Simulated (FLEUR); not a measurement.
# TiC (Fm-3m) in FLEUR: a series of runs

The runs below take TiC through band structure, with PBEsol, r2SCAN.

Everything below comes from runs of FLEUR MaX-R8.1 (later development tree). Logs are shortened: lines on timing, memory, paths and dates and some standing lists are left out, and cuts for length are marked.

### 1 The structure

It takes space group Fm-3m (No. 225, cubic). Conventional cell: a = 4.331 Å, b = 4.331 Å, c = 4.331 Å, α = 90.00°, β = 90.00°, γ = 90.00°. Ti (site symmetry m-3m) is surrounded by 6 C at 2.17 Å. C (site symmetry m-3m) is surrounded by 6 Ti at 2.17 Å.

The cell is a database's computed one.

### 2 Band structure, PBEsol

The input, inp.xml:

```xml
<?xml version="1.0" encoding="UTF-8" standalone="no"?>
<fleurInput fleurInputVersion="0.39">
   <comment>
      TiC                                                                                                 
   </comment>
   <calculationSetup>
      <cutoffs Kmax="4.56" Gmax="14.1" GmaxXC="14.1" numbands="0"/>
      <scfLoop itmax="60" minDistance="0.00001" maxIterBroyd="15" imix="Anderson" alpha="0.05" precondParam="0.0" spinf="2.0" sdNocoIR="T"/>
      <coreElectrons ctail="T" frcor="F" kcrel="0" coretail_lmax="0"/>
      <xcFunctional name="PBEs" relativisticCorrections="F"/>
      <magnetism jspins="1"/>
      <soc l_soc="F" theta="0.0" phi="0.0" spav="F"/>
      <expertModes spex="0" secvar="F"/>
      <geometryOptimization l_f="F" forcealpha="1.0" forcemix="BFGS" epsdisp="0.00001" epsforce="0.00001"/>
      <ldaU l_linMix="F" mixParam="0.05" spinf="1.0"/>
   </calculationSetup>
   <cell>
      <bzIntegration valenceElectrons="16.0" mode="hist" fermiSmearingEnergy="0.00183747">
         <kPointListSelection listName="default-1"/>
         <!-- k-points included here -->
         <xi:include xmlns:xi="http://www.w3.org/2001/XInclude" href="kpts.xml"> </xi:include>
      </bzIntegration>
      <!-- symmetry operations included here -->
      <xi:include xmlns:xi="http://www.w3.org/2001/XInclude" href="sym.xml"> </xi:include>
      <bulkLattice scale="1.0">
[... 31 lines left out ...]
            <stateOccupation state="(2p3/2)" spinUp="0.666667" spinDown="0.666667"/>
         </electronConfig>
         <energyParameters s="2" p="2" d="3" f="4"/>
         <lo type="SCLO" l="0" n="2" eDeriv="2"/>
         <lo type="SCLO" l="1" n="2" eDeriv="2"/>
         <lo type="SCLO" l="2" n="3" eDeriv="2"/>
      </species>
   </atomSpecies>
   <atomGroups>
      <atomGroup species="Titanium (Ti)">
         <relPos label="                   1">.0000000000 .0000000000 .0000000000</relPos>
         <force calculate="T" relaxXYZ="TTT"/>
      </atomGroup>
      <atomGroup species="Carbon (C)">
         <relPos label="                   2">1.000/2.000 1.000/2.000 1.000/2.000</relPos>
         <force calculate="T" relaxXYZ="TTT"/>
      </atomGroup>
   </atomGroups>
   <output dos="F" band="F" slice="F">
      <checks vchk="F" cdinf="F"/>
      <bandDOS minEnergy="-.5*Htr" maxEnergy="0.5*Htr" sigma="0.015" storeEVData="T"/>
      <vacuumDOS vacdos="F" integ="F" star="F" nstars="0" locx1="0.0" locy1="0.0" locx2="0.0" locy2="0.0" nstm="0" tworkf="0.0"/>
      <unfoldingBand unfoldBand="F" supercellX="1" supercellY="1" supercellZ="1"/>
      <plotting iplot="0" polar="F">
         <plot TwoD="T" vec1="  1.0  0.0  0.0" vec2="  0.0  1.0  0.0" vec3="  0.0  0.0  1.0" zero="  0.0  0.0  0.0" file="plot"/>
      </plotting>
      <chargeDensitySlicing numkpt="0" minEigenval="0.0" maxEigenval="0.0" nnne="0" pallst="F"/>
      <specialOutput eonly="F"/>
      <moessbauerParams electricFieldGradient="T" isomerShift="T" coreHyperfine="T" valenceHyperfine="T"/>
      <magneticCircularDichroism mcd="F" energyLo="-10.0" energyUp="0.0"/>
   </output>
  <!-- We include the file relax.xml here to enable relaxations (see documentation) -->
  <xi:include xmlns:xi="http://www.w3.org/2001/XInclude" href="relax.xml"> <xi:fallback/> </xi:include>
</fleurInput>
```

The input, crystal.txt:

```
TiC
&input cartesian=F /
0.0000000000  2.1657188437  2.1657188437
2.1657188437  0.0000000000  2.1657188437
2.1657188437  2.1657188437  0.0000000000
1.8897261246
1.0 1.0 1.0

2
22 0.0000000000  0.0000000000  0.0000000000
6 0.5000000000  0.5000000000  0.5000000000

&kpt div1=11 div2=11 div3=11 gamma=T /
```

The input, inp.xml (bands):

```
<?xml version="1.0" encoding="UTF-8" standalone="no"?>
<fleurInput fleurInputVersion="0.39">
   <comment>
      TiC                                                                                                 
   </comment>
   <calculationSetup>
      <cutoffs Kmax="4.56" Gmax="14.1" GmaxXC="14.1" numbands="0"/>
      <scfLoop itmax="60" minDistance="0.00001" maxIterBroyd="15" imix="Anderson" alpha="0.05" precondParam="0.0" spinf="2.0" sdNocoIR="T"/>
      <coreElectrons ctail="T" frcor="F" kcrel="0" coretail_lmax="0"/>
      <xcFunctional name="PBEs" relativisticCorrections="F"/>
      <magnetism jspins="1"/>
      <soc l_soc="F" theta="0.0" phi="0.0" spav="F"/>
      <expertModes spex="0" secvar="F"/>
      <geometryOptimization l_f="F" forcealpha="1.0" forcemix="BFGS" epsdisp="0.00001" epsforce="0.00001"/>
      <ldaU l_linMix="F" mixParam="0.05" spinf="1.0"/>
   </calculationSetup>
   <cell>
      <bzIntegration valenceElectrons="16.0" mode="hist" fermiSmearingEnergy="0.00183747">
         <kPointListSelection listName="path-1"/>
         <!-- k-points included here -->
         <xi:include xmlns:xi="http://www.w3.org/2001/XInclude" href="kpts.xml"> </xi:include>
      </bzIntegration>
      <!-- symmetry operations included here -->
      <xi:include xmlns:xi="http://www.w3.org/2001/XInclude" href="sym.xml"> </xi:include>
      <bulkLattice scale="1.0">
         <bravaisMatrix>
[... 31 lines left out ...]
         </electronConfig>
         <energyParameters s="2" p="2" d="3" f="4"/>
         <lo type="SCLO" l="0" n="2" eDeriv="2"/>
         <lo type="SCLO" l="1" n="2" eDeriv="2"/>
         <lo type="SCLO" l="2" n="3" eDeriv="2"/>
      </species>
   </atomSpecies>
   <atomGroups>
      <atomGroup species="Titanium (Ti)">
         <relPos label="                   1">.0000000000 .0000000000 .0000000000</relPos>
         <force calculate="T" relaxXYZ="TTT"/>
      </atomGroup>
      <atomGroup species="Carbon (C)">
         <relPos label="                   2">1.000/2.000 1.000/2.000 1.000/2.000</relPos>
         <force calculate="T" relaxXYZ="TTT"/>
      </atomGroup>
   </atomGroups>
   <output dos="F" band="T" slice="F">
      <checks vchk="F" cdinf="F"/>
      <bandDOS minEnergy="-.5*Htr" maxEnergy="0.5*Htr" sigma="0.015" storeEVData="T"/>
      <vacuumDOS vacdos="F" integ="F" star="F" nstars="0" locx1="0.0" locy1="0.0" locx2="0.0" locy2="0.0" nstm="0" tworkf="0.0"/>
      <unfoldingBand unfoldBand="F" supercellX="1" supercellY="1" supercellZ="1"/>
      <plotting iplot="0" polar="F">
         <plot TwoD="T" vec1="  1.0  0.0  0.0" vec2="  0.0  1.0  0.0" vec3="  0.0  0.0  1.0" zero="  0.0  0.0  0.0" file="plot"/>
      </plotting>
      <chargeDensitySlicing numkpt="0" minEigenval="0.0" maxEigenval="0.0" nnne="0" pallst="F"/>
      <specialOutput eonly="F"/>
      <moessbauerParams electricFieldGradient="T" isomerShift="T" coreHyperfine="T" valenceHyperfine="T"/>
      <magneticCircularDichroism mcd="F" energyLo="-10.0" energyUp="0.0"/>
   </output>
  <!-- We include the file relax.xml here to enable relaxations (see documentation) -->
  <xi:include xmlns:xi="http://www.w3.org/2001/XInclude" href="relax.xml"> <xi:fallback/> </xi:include>
</fleurInput>
```

Potentials or basis: all-electron, FLAPW.

Run with:

```
inpgen -f crystal.txt -profile fastHighL
# inp.xml edited to the form shown
fleur_MPI
fleur_MPI   # second run, on inp.xml (bands)
```

Log:

```text
Welcome to FLEUR        (www.flapw.de)
      MaX-Release 8.1          (www.max-centre.eu)

 ========== k-point set info ==========
 Selected k-point list: default-1
 k-point list type: mesh
 11 x 11 x 11
 Number of k points: 56

 ------------Calculation Setup---------------------------
 Number of MPI-tasks      :            1
 Number of PE/node        :            1
 Number of OMP-threads    :            1
 Most efficient MPI parallelization for:
           1           2           4           7           8          14          28          56
 Additional eigenvalue parallelization possible
 Number of basis functions:          299
 Approximate size of matrices (H+S) per k-point:         0.001 GB
 --------------------------------------------------------
Nuclear radius smaller than smallest radial mesh point for atom type 2 -- skipping its core isomer shift
Nuclear radius smaller than smallest radial mesh point for atom type 2 -- skipping its isomer shift
 Iteration:     1   Distance:      28.88245623 me/bohr^3
Nuclear radius smaller than smallest radial mesh point for atom type 2 -- skipping its core isomer shift
Nuclear radius smaller than smallest radial mesh point for atom type 2 -- skipping its isomer shift
 Iteration:     2   Distance:      23.50260500 me/bohr^3
Nuclear radius smaller than smallest radial mesh point for atom type 2 -- skipping its core isomer shift
Nuclear radius smaller than smallest radial mesh point for atom type 2 -- skipping its isomer shift
 Iteration:     3   Distance:       7.91376698 me/bohr^3
Nuclear radius smaller than smallest radial mesh point for atom type 2 -- skipping its core isomer shift
Nuclear radius smaller than smallest radial mesh point for atom type 2 -- skipping its isomer shift
 Iteration:     4   Distance:       7.49387631 me/bohr^3
Nuclear radius smaller than smallest radial mesh point for atom type 2 -- skipping its core isomer shift
Nuclear radius smaller than smallest radial mesh point for atom type 2 -- skipping its isomer shift
 Iteration:     5   Distance:       1.98841253 me/bohr^3
Nuclear radius smaller than smallest radial mesh point for atom type 2 -- skipping its core isomer shift
Nuclear radius smaller than smallest radial mesh point for atom type 2 -- skipping its isomer shift
 Iteration:     6   Distance:       1.98568709 me/bohr^3
Nuclear radius smaller than smallest radial mesh point for atom type 2 -- skipping its core isomer shift
Nuclear radius smaller than smallest radial mesh point for atom type 2 -- skipping its isomer shift
 Iteration:     7   Distance:       0.24033562 me/bohr^3
Nuclear radius smaller than smallest radial mesh point for atom type 2 -- skipping its core isomer shift
Nuclear radius smaller than smallest radial mesh point for atom type 2 -- skipping its isomer shift
 Iteration:     8   Distance:       0.38930658 me/bohr^3
Nuclear radius smaller than smallest radial mesh point for atom type 2 -- skipping its core isomer shift
Nuclear radius smaller than smallest radial mesh point for atom type 2 -- skipping its isomer shift
 Iteration:     9   Distance:       0.04367311 me/bohr^3
Nuclear radius smaller than smallest radial mesh point for atom type 2 -- skipping its core isomer shift
Nuclear radius smaller than smallest radial mesh point for atom type 2 -- skipping its isomer shift
 Iteration:    10   Distance:       0.02697190 me/bohr^3
Nuclear radius smaller than smallest radial mesh point for atom type 2 -- skipping its core isomer shift
Nuclear radius smaller than smallest radial mesh point for atom type 2 -- skipping its isomer shift
 Iteration:    11   Distance:       0.00303214 me/bohr^3
Nuclear radius smaller than smallest radial mesh point for atom type 2 -- skipping its core isomer shift
Nuclear radius smaller than smallest radial mesh point for atom type 2 -- skipping its isomer shift
 Iteration:    12   Distance:       0.00245155 me/bohr^3
Nuclear radius smaller than smallest radial mesh point for atom type 2 -- skipping its core isomer shift
Nuclear radius smaller than smallest radial mesh point for atom type 2 -- skipping its isomer shift
 Iteration:    13   Distance:       0.00010181 me/bohr^3
Nuclear radius smaller than smallest radial mesh point for atom type 2 -- skipping its core isomer shift
Nuclear radius smaller than smallest radial mesh point for atom type 2 -- skipping its isomer shift
 Iteration:    14   Distance:       0.00001332 me/bohr^3
Nuclear radius smaller than smallest radial mesh point for atom type 2 -- skipping its core isomer shift
Nuclear radius smaller than smallest radial mesh point for atom type 2 -- skipping its isomer shift
 Iteration:    15   Distance:       0.00000936 me/bohr^3

 ********************************************************************
 Run finished successfully
 Stop message:
   all done
 ********************************************************************
```

Run time: 29 s. Hardware: 1 thread of Arm Neoverse V1, shared host; peak memory 0.06 GiB.

Results:

- Free energy: -24242.2670 eV
- Band gap along the path: none (metal or under the smearing width)
- Valence electrons inside the program's atomic spheres: Ti 9.93; C 2.81 (radii Ti 2.15, C 1.64 bohr)

Levels at the corners of the path, in eV from the Fermi level:
```csv
point,band 5,band 6,band 7,band 8,band 9,band 10,band 11,band 12
Γ,-12.43,0.61,0.61,0.61,1.65,1.65,1.65,1.68
X,-10.12,-3.50,-1.73,-0.08,-0.08,2.69,3.48,3.48
W,-9.52,-3.22,-3.22,-2.76,2.74,2.74,3.48,5.12
K,-9.59,-3.56,-3.42,-1.77,1.39,3.09,3.79,5.42
Γ,-12.43,0.61,0.61,0.61,1.65,1.65,1.65,1.68
L,-8.90,-5.93,-2.95,-2.95,2.87,2.87,4.06,8.09
U,-9.59,-3.56,-3.42,-1.77,1.39,3.09,3.79,5.42
W,-9.52,-3.22,-3.22,-2.76,2.74,2.74,3.48,5.12
L,-8.90,-5.93,-2.95,-2.95,2.87,2.87,4.06,8.09
K,-9.59,-3.56,-3.42,-1.77,1.39,3.09,3.79,5.42
U,-9.59,-3.56,-3.42,-1.77,1.39,3.09,3.79,5.42
X,-10.12,-3.50,-1.73,-0.08,-0.08,2.69,3.48,3.48
```

Core levels (eV from the Fermi level):
```csv
atom,levels
1 Ti,"1s1/2 -4855.8, 2s1/2 -530.2, 2p1/2 -441.7, 2p3/2 -436.0"
2 C,1s1/2 -263.4
```

### 3 Band structure, r2SCAN

Changes to inp.xml since step 2:

```diff
@@ -7,5 +7,8 @@
       <cutoffs Kmax="4.56" Gmax="14.1" GmaxXC="14.1" numbands="0"/>
-      <scfLoop itmax="60" minDistance="0.00001" maxIterBroyd="15" imix="Anderson" alpha="0.05" precondParam="0.0" spinf="2.0" sdNocoIR="T"/>
-      <coreElectrons ctail="T" frcor="F" kcrel="0" coretail_lmax="0"/>
-      <xcFunctional name="PBEs" relativisticCorrections="F"/>
+      <scfLoop itmax="80" minDistance="0.0001" maxIterBroyd="30" imix="Anderson" alpha="0.05" precondParam="0.0" spinf="2.0" sdNocoIR="T"/>
+      <coreElectrons ctail="F" frcor="F" kcrel="0" coretail_lmax="0"/>
+      <xcFunctional name="LibXC" relativisticCorrections="F">
+         <LibXCName exchange="mgga_x_r2scan" correlation="mgga_c_r2scan"/>
+         <AuxGGA exchange="117" correlation="130"/>
+      </xcFunctional>
       <magnetism jspins="1"/>
```

crystal.txt is that of step 2.

Changes to inp.xml (bands) since step 2:

```diff
@@ -7,5 +7,8 @@
       <cutoffs Kmax="4.56" Gmax="14.1" GmaxXC="14.1" numbands="0"/>
-      <scfLoop itmax="60" minDistance="0.00001" maxIterBroyd="15" imix="Anderson" alpha="0.05" precondParam="0.0" spinf="2.0" sdNocoIR="T"/>
-      <coreElectrons ctail="T" frcor="F" kcrel="0" coretail_lmax="0"/>
-      <xcFunctional name="PBEs" relativisticCorrections="F"/>
+      <scfLoop itmax="80" minDistance="0.0001" maxIterBroyd="30" imix="Anderson" alpha="0.05" precondParam="0.0" spinf="2.0" sdNocoIR="T"/>
+      <coreElectrons ctail="F" frcor="F" kcrel="0" coretail_lmax="0"/>
+      <xcFunctional name="LibXC" relativisticCorrections="F">
+         <LibXCName exchange="mgga_x_r2scan" correlation="mgga_c_r2scan"/>
+         <AuxGGA exchange="117" correlation="130"/>
+      </xcFunctional>
       <magnetism jspins="1"/>
```

Potentials or basis: all-electron, FLAPW.

Run with:

```
inpgen -f crystal.txt -profile fastHighL
# inp.xml edited to the form shown
fleur_MPI
fleur_MPI   # second run, on inp.xml (bands)
```

Wall time 32 s (1 thread of Arm Neoverse V2, shared host); peak memory 0.06 GiB.

The run converged. Its results:

```yaml
Free_energy: -24277.0311 eV
Band_gap_along_the_path: none (metal or under the smearing width)
Valence_electrons_inside_the_program's_atomic_spheres: Ti 9.89; C 2.85 (radii Ti 2.15, C 1.64 bohr)
```

Levels at the corners of the path, in eV from the Fermi level:
| point | band 5 | band 6 | band 7 | band 8 | band 9 | band 10 | band 11 | band 12 |
| --- | --- | --- | --- | --- | --- | --- | --- | --- |
| Γ | -13.32 | 0.77 | 0.77 | 0.77 | 1.59 | 1.59 | 1.59 | 1.65 |
| X | -11.01 | -3.76 | -1.60 | -0.22 | -0.22 | 2.67 | 3.67 | 3.67 |
| W | -10.40 | -3.39 | -3.39 | -3.00 | 2.90 | 2.90 | 3.67 | 5.15 |
| K | -10.47 | -3.71 | -3.64 | -1.99 | 1.52 | 3.28 | 3.97 | 5.53 |
| Γ | -13.32 | 0.77 | 0.77 | 0.77 | 1.59 | 1.59 | 1.59 | 1.65 |
| L | -9.77 | -6.18 | -3.20 | -3.20 | 3.04 | 3.04 | 4.28 | 8.43 |
| U | -10.47 | -3.71 | -3.64 | -1.99 | 1.52 | 3.28 | 3.97 | 5.53 |
| W | -10.40 | -3.39 | -3.39 | -3.00 | 2.90 | 2.90 | 3.67 | 5.15 |
| L | -9.77 | -6.18 | -3.20 | -3.20 | 3.04 | 3.04 | 4.28 | 8.43 |
| K | -10.47 | -3.71 | -3.64 | -1.99 | 1.52 | 3.28 | 3.97 | 5.53 |
| U | -10.47 | -3.71 | -3.64 | -1.99 | 1.52 | 3.28 | 3.97 | 5.53 |
| X | -11.01 | -3.76 | -1.60 | -0.22 | -0.22 | 2.67 | 3.67 | 3.67 |

Core levels (eV from the Fermi level):
```tsv
atom	levels
1 Ti	1s1/2 -4863.2, 2s1/2 -531.7, 2p1/2 -442.6, 2p3/2 -436.9
2 C	1s1/2 -264.9
```

Caveat: the meta-GGA is that of a development version, with a GGA for the radial functions and cores and without core tails.
